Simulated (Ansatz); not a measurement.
AlN: changing the pressure

The cell as given:

```xyz
2
Lattice="0.0000 2.1840 2.1840 2.1840 0.0000 2.1840 2.1840 2.1840 0.0000" Properties=species:S:1:pos:R:3 pbc="T T T"
Al    0.0000    0.0000    0.0000
N     1.0920    1.0920    1.0920
```

Measurements of this composition are mostly on another form, of space group No. 186.

Kept alike: task relaxation of cell and atoms; functional PBEsol; k mesh 10 × 10 × 10; occupations fermi-dirac, width 0.05 eV; no spin polarisation. Program: Ansatz, Ansatz PAW, cutoff 420 eV. The mesh is that of the run's cell of 2 atoms. No spin-orbit coupling.

| run | band gap (eV) | volume (Å³/atom) |
| --- | --- | --- |
| A | 3.214 | 10.019 |
| B | 3.242 | 9.310 |
| C | 3.229 | 9.635 |
| D | 3.193 | 10.484 |
| E | 3.204 | 10.240 |
| F | 3.197 | 10.385 |

Gaps hold for each row's own relaxed cell. The relaxations keep at least the cell's symmetry (F-43m). The runs follow the start's structure, whether or not it is the stable one at these pressures. Ansatz's relaxations hold a Pulay term in the stress (up to 0.5 GPa here). P is the pressure aimed at, which the runs meet within some hundredths to tenths of a GPa. A gap read on the mesh alone can miss an edge between its points. All rows use potentials made for PBE.

Task: The runs differ in the pressure alone: 0; 2; 5; 10; 20; 30 GPa. Which run is which?

Result: Run A is 10 GPa; run B is 30 GPa; run C is 20 GPa; run D is 0 GPa; run E is 5 GPa; run F is 2 GPa. The band gap rises from 3.193 to 3.242 eV between 0 and 30 GPa. The volume falls from 10.484 to 9.310 Å³/atom between 0 and 30 GPa. The volume falls ever more slowly, since the solid stiffens under load. At the pressures aimed at, which the runs meet within some tenths of a GPa, the step from 0 to 5 GPa gives a mean bulk modulus near 212 GPa, the last step 291 GPa.
